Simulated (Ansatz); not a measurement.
Li2O:

```
O Li
1.0
     0.00000    2.32685    2.32685
     2.32685    0.00000    2.32685
     2.32685    2.32685    0.00000
O Li
1 2
Direct
  0.00000 0.00000 0.00000
  0.25000 0.25000 0.25000
  0.75000 0.75000 0.75000
```

The cell comes from a database or a generator and needn't be the stable form of this composition.

Base run:

- Program: Ansatz 0.2.0
- Functional: LDA
- Potentials or basis: Ansatz PAW
- Cutoff: 420 eV (not typed: the program's choice for these potentials)
- k mesh: 10 × 10 × 10
- Occupations: fermi-dirac, width 0.05 eV
- Spin: no spin polarisation

Its results: band gap on the k mesh 4.77 eV, indirect (least direct gap 5.08 eV); pressure -8.0 GPa.

Question: The run is repeated on the same cell with these changes: functional from LDA to r2SCAN; cutoff from 420 eV (not typed: the program's choice for these potentials) to 500 eV (not typed: the program's choice for these potentials). What comes out?

Answer: Band gap on the k mesh 5.65 eV, indirect (least direct gap 5.80 eV); pressure -4.1 GPa.

r2SCAN gives the wider gap, since meta-GGAs in the generalised Kohn-Sham scheme recover part of the derivative discontinuity.

Caveats: the PAW data sets come from PBE, with cores solved anew for the run's functional, which leaves a small shift of forces and pressure.
